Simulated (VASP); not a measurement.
Set up this calculation in VASP 6.6.1, as the native input.

```
Task                   : relaxation of the atoms
Functional             : PBE
Potentials or basis    : VASP PAW PBE potentials, release 64 (B, N)
Cutoff                 : 600 eV
k mesh                 : 14 × 14 × 14
Occupations            : gaussian, width 0.03 eV
Spin                   : no spin polarisation
Further INCAR settings : ALGO = Normal; EDIFF = 1e-07; IBRION = 2; EDIFFG = -0.01; NSW = 40
```

The structure of BN (Qingsongite) lies in POSCAR:

```
BN                                      
1.0
    0.0000000000      1.8001189034      1.8001189034
    1.8001189034      0.0000000000      1.8001189034
    1.8001189034      1.8001189034      0.0000000000
  B               N             
     1     1
Direct
     0.0000000000000000    0.0000000000000000    0.0000000000000000
     0.2500000000000000    0.2500000000000000    0.2500000000000000
```

The cell isn't the ideal one: a relaxed cell with its volume scaled by 0.98.

These files were run (other wordings do the same):

INCAR

```
PREC     = Accurate       # precision mode
ENCUT    = 600            # plane-wave cutoff, eV
EDIFF    = 1E-7           # SCF threshold, eV
ISMEAR   = 0              # smearing method
SIGMA    = 0.03           # smearing width, eV
LREAL    = F              # projectors in reciprocal space
LASPH    = T              # aspherical terms in the spheres
NELM     = 80             # most SCF steps
ALGO     = Normal         # electronic algorithm
ISIF     = 2              # what is computed and relaxed
LWAVE    = F              # write WAVECAR
LCHARG   = F              # write CHGCAR
GGA      = PE             # functional
IBRION   = 2              # ionic algorithm
NSW      = 40             # ionic steps
EDIFFG   = -0.01          # ionic threshold
```

KPOINTS

```
Automatic mesh
0
Gamma
  14 14 14
```

Potentials or basis: VASP PAW PBE potentials, release 64 (B, N).

Launch:

```sh
$ cat potpaw_PBE.64/B/POTCAR potpaw_PBE.64/N/POTCAR > POTCAR
$ mpirun -np 1 vasp_std > vasp.out
```

It gave:

```json
{
  "Pressure after relaxing": "7.8 GPa",
  "Band gap on the k mesh": "4.47 eV, indirect (least direct gap 8.88 eV)"
}
```

Caveat: the relaxation stopped at its first step, so nothing moved.

It took 10 s on 1 thread of Intel(R) Xeon(R) Platinum 8488C (Sapphire Rapids) (shared host), peak memory 0.12 GiB.
